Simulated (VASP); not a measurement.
# SnO (Romarchite) (P4/nmm) in VASP: further runs

The runs below take SnO (Romarchite) through G0W0 quasiparticle levels, evGW0 quasiparticle levels, phonons, dielectric tensor, with PBE, PBE+D3(BJ).

Everything below comes from runs of VASP 6.6.1. Logs are shortened: lines on timing, memory, paths and dates and some standing lists are left out, and cuts for length are marked.

**1. The structure**

Symmetry: P4/nmm, No. 129, tetragonal system. Conventional cell: a = 3.835 Å, b = 3.835 Å, c = 4.728 Å, α = 90.00°, β = 90.00°, γ = 90.00°. Around Sn (site symmetry 4mm) lie 4 O at 2.24 Å. O (site symmetry -4m2) is surrounded by 4 Sn at 2.24 Å.

**2. G0W0 quasiparticle levels, PBE**

File POSCAR:

```
SnO                                     
1.0
    3.8353843716      0.0000000000      0.0000000000
    0.0000000000      3.8353843716      0.0000000000
    0.0000000000      0.0000000000      4.7280492592
  Sn              O             
     2     2
Direct
     0.5000000000000000    0.0000000000000000    0.2459635578495494
     0.0000000000000000    0.5000000000000000    0.7540364421504506
     0.0000000000000000    0.0000000000000000    0.0000000000000000
     0.5000000000000000    0.5000000000000000    0.0000000000000000
```

File INCAR.step1:

```
SYSTEM = SnO
PREC = Accurate
ENCUT = 500
EDIFF = 1E-8
ISMEAR = 0
SIGMA = 0.01
LREAL = .False.
LASPH = .True.
NELM = 80
ALGO = Fast
LWAVE = .True.
LCHARG = .False.
GGA = PE
KPAR = 4
```

File INCAR.step2:

```
SYSTEM = SnO
PREC = Accurate
ENCUT = 500
EDIFF = 1E-8
ISMEAR = 0
SIGMA = 0.01
LREAL = .False.
LASPH = .True.
NELM = 1
ALGO = Exact
LWAVE = .True.
LCHARG = .False.
GGA = PE
KPAR = 4
NBANDS = 281
LOPTICS = .True.
ISTART = 1
```

File INCAR.step3:

```
SYSTEM = SnO
PREC = Accurate
ENCUT = 500
EDIFF = 1E-8
ISMEAR = 0
SIGMA = 0.01
LREAL = .False.
LASPH = .True.
ALGO = EVGW0
LWAVE = .False.
LCHARG = .False.
GGA = PE
KPAR = 4
NELMGW = 1
NBANDS = 281
ENCUTGW = 150
NOMEGA = 48
PRECFOCK = Fast
ISTART = 1
NBANDSGW = 28
```

File KPOINTS:

```
Automatic mesh
0
Gamma
  4 4 4
  0 0 0
```

Potentials or basis: VASP PAW PBE potentials, release 64 (Sn_d_GW, O_GW).

Launch:

```sh
$ cat potpaw_PBE.64/Sn_d_GW/POTCAR potpaw_PBE.64/O_GW/POTCAR > POTCAR
$ cp INCAR.step1 INCAR
$ mpirun -np 4 vasp_std > vasp.out
$ cp INCAR.step2 INCAR
$ mpirun -np 4 vasp_std > vasp.out
$ cp INCAR.step3 INCAR
$ mpirun -np 4 vasp_std > vasp.out
```

OUTCAR:

```text
SYSTEM = SnO
   PREC = Accurate
   ENCUT = 500
   EDIFF = 1E-8
   ISMEAR = 0
   LREAL = .False.
   LASPH = .True.
   GGA = PE
   NELMGW = 1
   ENCUTGW = 150
   PRECFOCK = Fast
   ISTART = 1

 ion  position               nearest neighbor table
   1  0.500  0.000  0.246-   3 2.24   4 2.24   4 2.24   3 2.24
   2  0.000  0.500  0.754-   3 2.24   4 2.24   3 2.24   4 2.24
   3  0.000  0.000  0.000-   1 2.24   2 2.24   2 2.24   1 2.24
   4  0.500  0.500  0.000-   1 2.24   2 2.24   1 2.24   2 2.24

  LATTYP: Found a simple tetragonal cell.
 ALAT       =     3.8353843716
 C/A-ratio  =     1.2327445703

  Lattice vectors:

 A1 = (   3.8353843716,   0.0000000000,   0.0000000000)
 A2 = (   0.0000000000,   3.8353843716,   0.0000000000)
 A3 = (   0.0000000000,   0.0000000000,   4.7280492592)

Analysis of symmetry for initial positions (statically):
=====================================================================
 Subroutine PRICEL returns:
 Original cell was already a primitive cell.

 Routine SETGRP: Setting up the symmetry group for a
 simple tetragonal supercell.

 Subroutine GETGRP returns: Found 16 space group operations
 (whereof  8 operations were pure point group operations)
 out of a pool of 16 trial point group operations.

The static configuration has the point symmetry D_2d.
 The point group associated with its full space group is D_4h.

Analysis of symmetry for dynamics (positions and initial velocities):
=====================================================================
 Subroutine PRICEL returns:
 Original cell was already a primitive cell.

 Routine SETGRP: Setting up the symmetry group for a
 simple tetragonal supercell.

 Subroutine GETGRP returns: Found 16 space group operations
 (whereof  8 operations were pure point group operations)
 out of a pool of 16 trial point group operations.

The dynamic configuration has the point symmetry D_2d.
 The point group associated with its full space group is D_4h.

 Subroutine INISYM returns: Found 16 space group operations
 (whereof  8 operations are pure point group operations),
 and found     1 'primitive' translations

----------------------------------------------------------------------------------------

                                     Primitive cell

  volume of cell :      69.5504

  direct lattice vectors                    reciprocal lattice vectors
     3.835384372  0.000000000  0.000000000     0.260730061  0.000000000  0.000000000
     0.000000000  3.835384372  0.000000000     0.000000000  0.260730061  0.000000000
     0.000000000  0.000000000  4.728049259     0.000000000  0.000000000  0.211503719

  length of vectors
     3.835384372  3.835384372  4.728049259     0.260730061  0.260730061  0.211503719

  position of ions in fractional coordinates (direct lattice)
     0.500000000  0.000000000  0.245963558
     0.000000000  0.500000000  0.754036442
     0.000000000  0.000000000  0.000000000
     0.500000000  0.500000000  0.000000000

  ion indices of the primitive-cell ions
   primitive index   ion index
                 1           1
                 2           2
                 3           3
                 4           4

----------------------------------------------------------------------------------------

 KPOINTS: Automatic mesh

Automatic generation of k-mesh.
 Grid dimensions read from file:
 generate k-points for:    4    4    4

 Generating k-lattice:

  Cartesian coordinates                     Fractional coordinates (reciprocal lattice)
     0.065182515  0.000000000  0.000000000     0.250000000  0.000000000  0.000000000
     0.000000000  0.065182515  0.000000000     0.000000000  0.250000000  0.000000000
     0.000000000  0.000000000  0.052875930     0.000000000  0.000000000  0.250000000

  Length of vectors
     0.065182515  0.065182515  0.052875930

  Shift w.r.t. Gamma in fractional coordinates (k-lattice)
     0.000000000  0.000000000  0.000000000

 Subroutine IBZKPT returns following result:
 ===========================================

 Found     18 irreducible k-points:

 Following reciprocal coordinates:
            Coordinates               Weight
  0.000000  0.000000  0.000000      1.000000
  0.250000  0.000000  0.000000      4.000000
  0.500000  0.000000  0.000000      2.000000
  0.250000  0.250000  0.000000      4.000000
  0.500000  0.250000  0.000000      4.000000
  0.500000  0.500000  0.000000      1.000000
[... 10 lines left out ...]
  0.500000  0.250000  0.500000      4.000000
  0.500000  0.500000  0.500000      1.000000
   k-points           NKPTS =     18   k-points in BZ     NKDIM =     64   number of bands    NBANDS=    281
   number of dos      NEDOS =    301   number of ions     NIONS =      4
   total plane-waves  NPLWV =  28224
   dimension x,y,z NGX =    28 NGY =   28 NGZ =   36
   dimension x,y,z NGXF=    56 NGYF=   56 NGZF=   72
   ions per type =               2   2
   NGX,Y,Z   is equivalent  to a cutoff of  12.14, 12.14, 12.66 a.u.
   NGXF,Y,Z  is equivalent  to a cutoff of  24.27, 24.27, 25.32 a.u.
 SYSTEM =  SnO
   PREC   = accura    normal or accurate (medium, high low for compatibility)
   ISTART =      1    job   : 0-new  1-cont  2-samecut
   ICHARG =      0    charge: 1-file 2-atom 10-const
   ISPIN  =      1    spin polarized calculation?
   LNONCOLLINEAR =      F non collinear calculations
   LSORBIT =      F    spin-orbit coupling
   LASPH  =      T    aspherical Exc in radial PAW
   ENCUT  =  500.0 eV  36.75 Ry    6.06 a.u.   6.99  6.99  8.62*2*pi/ulx,y,z
   NELM   =     60;   NELMIN=  2; NELMDL=  0     # of ELM steps
   EDIFF  = 0.1E-07   stopping-criterion for ELM
   LREAL  =      F    real-space projection
   EDIFFG = 0.1E-06   stopping-criterion for IOM
   NSW    =      0    number of steps for IOM
   IBRION =     -1    ionic relax: 0-MD 1-quasi-New 2-CG
   NFREE  =      0    steps in history (QN), initial steepest desc. (CG)
   ISIF   =      0    stress and relaxation
   ISYM   =      3    0-nonsym 1-usesym 2-fastsym
   POTIM  = 0.5000    time-step for ionic-motion
   TEBEG  =    0.0;   TEEND  =   0.0 temperature during run
   PSTRESS=    0.0 pullay stress
   NELECT =      40.0000    total number of electrons
   NUPDOWN=      -1.0000    fix difference up-down
   EMIN   =  10.00;   EMAX   =-10.00  energy-range for DOS
   EFERMI =   0.00;   METHOD = LEGACY
   ISMEAR =     0;   SIGMA  =   0.01  broadening in eV -4-tet -1-fermi 0-gaus
   EFERMI_NEDOS =   21; number of points for ismear=-14 and -15
   IALGO  =     38    algorithm
   IMIX   =      4    mixing-type and parameters
     AMIX     =   0.40;   BMIX     =  1.00
     AMIX_MAG =   1.60;   BMIX_MAG =  1.00
  volume/ion in A,a.u.               =      17.39       117.34
  Fermi-wavevector in a.u.,A,eV,Ry     =   1.361429  2.572727 25.218237  1.853488
  Thomas-Fermi vector in A             =   2.488006
   LORBIT       =      0    0 simple, 1 ext, 2 COOP (PROOUT), +10 PAW based schemes
   GGA     = PE    functional components
   LHFCALC =     T    Hartree Fock is set to
   PRECFOCK=fast      Normal, Fast or Accurate (Low or Medium for compatibility)
   ENCUT4O =  -1.0   cutoff for four orbital integrals eV
   NKREDX  =     1    reduce k-point grid by
   NKREDY  =     1    reduce k-point grid by
   NKREDZ  =     1    reduce k-point grid by
   AEXX    =    1.0000 exact exchange contribution
   HFSCREEN=    0.0000 screening length (either q_TF or 0.3 A-1)
   HFSCREENC=   0.0000 screening length for correlation (either q_TF or 0.3 A-1)
   ENCUTFOCK=  -1.0 apply spherical cutoff to Coloumb kernel
   IVDW    =     0    specifies the selected vdW correction
   LEPSILON=     F    determine dielectric tensor
   LRPA    =     F    only Hartree local field effects (RPA)
   LRPAFORCE           =     F    calculate RPA forces
   ENCUTGW             = 150.0    cutoff for response function in eV
   ENCUTGWSOFT         = 120.0    soft cutoff for Coulomb kernel in GW response function in eV
   ENCUTLF             =  -1.0    cutoff for local field effects
   NELMGW              =     1    number of iterations in solving QP/BSE equation
   NELMHF              =     1    number of iterations in the inner HF iteration
   NKREDLFX            =     1    NKREDLFY  =   1   NKREDLFZ  =   1
 non-spin polarized calculation
 Gauss-broadening in eV      SIGMA  =   0.01
  energy-cutoff  :      500.00
  volume of cell :       69.55
 maximum number of plane-waves:      1790
 NGX is ok and might be reduce to    28
  NGX = 16; NGY = 16; NGZ = 20
   NGX = 13   NGY = 13   NGZ = 17
 maximum number of plane-waves:       312

 QP shifts <psi_nk| G(iteration)W_0 |psi_nk>: iteration 1
 for sc-GW calculations column KS-energies equals QP-energies in previous step
 and V_xc(KS)=  KS-energies - (<T + V_ion + V_H > + <T+V_H+V_ion>^1  + <V_x>^1)

 k-point   1 :       0.0000    0.0000    0.0000
  band No.  KS-energies  QP-energies   sigma(KS)   V_xc(KS)     V^pw_x(r,r')   Z            occupation Imag(sigma)

      1     -16.6297     -19.1688     -21.1877     -17.5127     -27.5694       0.6909       2.0000       0.5076
      2     -16.2420     -19.0954     -21.4768     -17.4594     -27.1063       0.7103       2.0000       0.3948
      3     -16.2420     -19.0954     -21.4768     -17.4594     -27.1063       0.7103       2.0000       0.3948
      4     -16.2335     -19.1012     -21.5364     -17.4920     -27.1708       0.7091       2.0000       0.3881
      5     -16.2063     -19.0343     -21.4730     -17.4773     -27.0210       0.7078       2.0000       0.3170
      6     -16.1948     -19.0302     -21.4355     -17.4337     -27.0073       0.7085       2.0000       0.3416
[... 20 lines left out ...]
     27      11.9528      12.2123     -10.1967     -10.5382      -5.4173       0.7597       0.0000      -0.2567
     28      12.3500      12.3332      -8.2050      -8.1837      -3.1768       0.7900       0.0000      -0.3742

 k-point   2 :       0.2500    0.0000    0.0000
  band No.  KS-energies  QP-energies   sigma(KS)   V_xc(KS)     V^pw_x(r,r')   Z            occupation Imag(sigma)

      1     -16.5953     -19.1302     -21.1988     -17.5316     -27.5834       0.6912       2.0000       0.5067
      2     -16.3013     -18.9683     -21.3584     -17.5486     -27.3972       0.7000       2.0000       0.4531
      3     -16.2313     -19.0834     -21.4858     -17.4648     -27.1103       0.7093       2.0000       0.3868
      4     -16.2256     -19.0775     -21.4925     -17.4737     -27.1131       0.7097       2.0000       0.3884
      5     -16.2067     -19.0357     -21.4738     -17.4763     -27.0250       0.7077       2.0000       0.3220
      6     -16.2031     -19.0508     -21.5360     -17.5199     -27.1975       0.7091       2.0000       0.3846
[... 20 lines left out ...]
     27      12.3792      12.5618      -9.4972      -9.7335      -4.5778       0.7725       0.0000      -0.2980
     28      15.4834      15.7654      -9.8489     -10.2160      -4.2273       0.7683       0.0000      -0.5436

 k-point   3 :       0.5000    0.0000    0.0000
  band No.  KS-energies  QP-energies   sigma(KS)   V_xc(KS)     V^pw_x(r,r')   Z            occupation Imag(sigma)

      1     -16.4947     -19.0410     -21.2223     -17.5485     -27.5583       0.6931       2.0000       0.5013
      2     -16.4947     -19.0410     -21.2223     -17.5485     -27.5583       0.6931       2.0000       0.5013
      3     -16.2063     -19.0672     -21.5186     -17.4910     -27.1378       0.7103       2.0000       0.3759
      4     -16.2063     -19.0672     -21.5186     -17.4910     -27.1378       0.7103       2.0000       0.3759
      5     -16.2033     -19.0443     -21.4915     -17.4850     -27.0640       0.7091       2.0000       0.3462
      6     -16.2033     -19.0443     -21.4915     -17.4850     -27.0640       0.7091       2.0000       0.3462
[... 444 lines left out ...]
      3     -16.2266     -19.0627     -21.4633     -17.4581     -27.0470       0.7081       2.0000       0.3516
      4     -16.2266     -19.0627     -21.4633     -17.4581     -27.0470       0.7081       2.0000       0.3516
      5     -16.1881     -19.0504     -21.5485     -17.5188     -27.1606       0.7103       2.0000       0.3645
      6     -16.1881     -19.0504     -21.5485     -17.5188     -27.1606       0.7103       2.0000       0.3645
[... 20 lines left out ...]
     27      15.8067      16.0792      -9.7784     -10.1304      -4.1675       0.7739       0.0000      -0.4479
     28      15.8067      16.0792      -9.7784     -10.1304      -4.1675       0.7739       0.0000      -0.4479

 k-point  18 :       0.5000    0.5000    0.5000
  band No.  KS-energies  QP-energies   sigma(KS)   V_xc(KS)     V^pw_x(r,r')   Z            occupation Imag(sigma)

      1     -16.5377     -19.0457     -21.1801     -17.5474     -27.5811       0.6904       2.0000       0.5091
      2     -16.5377     -19.0457     -21.1801     -17.5474     -27.5811       0.6904       2.0000       0.5091
      3     -16.2097     -19.0361     -21.4585     -17.4625     -27.0126       0.7073       2.0000       0.3283
      4     -16.2097     -19.0361     -21.4585     -17.4625     -27.0126       0.7073       2.0000       0.3283
      5     -16.1788     -19.0493     -21.5790     -17.5412     -27.2001       0.7109       2.0000       0.3655
      6     -16.1788     -19.0493     -21.5790     -17.5412     -27.2001       0.7109       2.0000       0.3655
[... 20 lines left out ...]
     27      15.9427      16.1876      -9.5943      -9.9086      -4.0404       0.7792       0.0000      -0.4177
     28      15.9427      16.1876      -9.5943      -9.9086      -4.0404       0.7792       0.0000      -0.4177
```

Run time: 22 min. Hardware: 4 MPI ranks of AMD EPYC 7R13 (Zen 3), shared host; peak memory 1.5 GiB.

What came out:

| Property | Result |
| --- | --- |
| Band gap on the k mesh, mean-field level | none (metal or under the smearing width) |
| Quasiparticle gap | -0.12 eV |
| Least direct quasiparticle gap | 2.37 eV |

Levels at points of the mesh, in eV from the Fermi level:
```
           k point  band 18  band 19  band 20  band 21  band 22  band 23
(0.00, 0.00, 0.00)    -2.97    -2.97     0.06     2.29     4.53     4.53
(0.50, 0.00, 0.00)    -4.61    -2.64    -2.64     3.39     3.39     6.11
(0.50, 0.50, 0.00)    -2.32    -1.82    -1.82     0.00     0.00     4.63
(0.00, 0.00, 0.50)    -2.99    -2.89    -2.03     1.84     2.82     2.82
(0.50, 0.00, 0.50)    -4.56    -1.62    -1.62     2.80     2.80     5.29
(0.50, 0.50, 0.50)    -2.73    -2.32    -2.32     2.37     2.37     4.36
```

Caveat: the k mesh is coarse (spacing up to 0.41 Å⁻¹), so the values aren't converged; bands, screening cutoff and mesh are small and nothing is extrapolated, so the quasiparticle values aren't converged.

[end of part 1 of 2]
